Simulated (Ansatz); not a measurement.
# W9C8: the cost of one run

All numbers below are computed with Ansatz 0.2.0 (DFT PBE, plane waves, PAW, scalar-relativistic, no spin polarisation).

The COD cell was measured well above room temperature, so it is larger than a cold one.

## Step 1: The starting structure

The cell holds 17 atoms (C8W9): a = 5.709 Å, b = 5.709 Å, c = 15.202 Å, α = 90.00°, β = 90.00°, γ = 120.00°.

The coordinates stand in the first input below.

## Step 2: Preparing the start

input.yaml reads:

```yaml
crystal:
  lattice:
    - [5.70948, 0.0, 0.0]
    - [-2.85474, 4.944555, 0.0]
    - [0.0, 0.0, 15.20207]
  atoms:
    - { symbol: W, position: [0.0, 0.0, 0.0657805] }
    - { symbol: C, position: [0.3333333, 0.1666667, 0.1579186] }
    - { symbol: W, position: [0.0, 0.0, 0.2500567] }
    - { symbol: C, position: [0.3333333, 0.1666667, 0.3421948] }
    - { symbol: W, position: [0.0, 0.5, 0.0657805] }
    - { symbol: C, position: [0.3333333, 0.6666667, 0.1579186] }
    - { symbol: W, position: [0.0, 0.5, 0.2500567] }
    - { symbol: C, position: [0.3333333, 0.6666667, 0.3421948] }
    - { symbol: W, position: [0.5, 0.0, 0.0657805] }
    - { symbol: C, position: [0.8333333, 0.1666667, 0.1579186] }
    - { symbol: W, position: [0.5, 0.0, 0.2500567] }
    - { symbol: C, position: [0.8333333, 0.1666667, 0.3421948] }
    - { symbol: W, position: [0.5, 0.5, 0.0657805] }
    - { symbol: C, position: [0.8333333, 0.6666667, 0.1579186] }
    - { symbol: W, position: [0.5, 0.5, 0.2500567] }
    - { symbol: C, position: [0.8333333, 0.6666667, 0.3421948] }
    - { symbol: W, position: [0.6545737, 0.8414559, 0.4638888] }
basis:
  ecutwfc: 420.0
kpoints:
  mp_grid: { grid: [2, 2, 1] }
hamiltonian:
  xc: pbe
  pseudopotentials: { kind: paw, azcp: { folder: soft_1 } }
scf:
  occupations: { method: fermi_dirac, width: 0.15 }
  lower_state_search: "off"
relax:
  f_tol: 0.08
  max_steps: 25
  adjacent_minimum: "off"
  constraints: [{ sites: [0, 4, 8, 12] }]
```

Run with:

```
> ansatz run input.yaml --threads 1 --pin off --max-ram 3072MiB --backend cpu --events-out ev --progress --plain --runs-dir out
```

Q: Estimate wall time and peak memory on 1 thread of Arm Neoverse V2, shared host.

About 78 s, with a peak of 0.64 GiB.
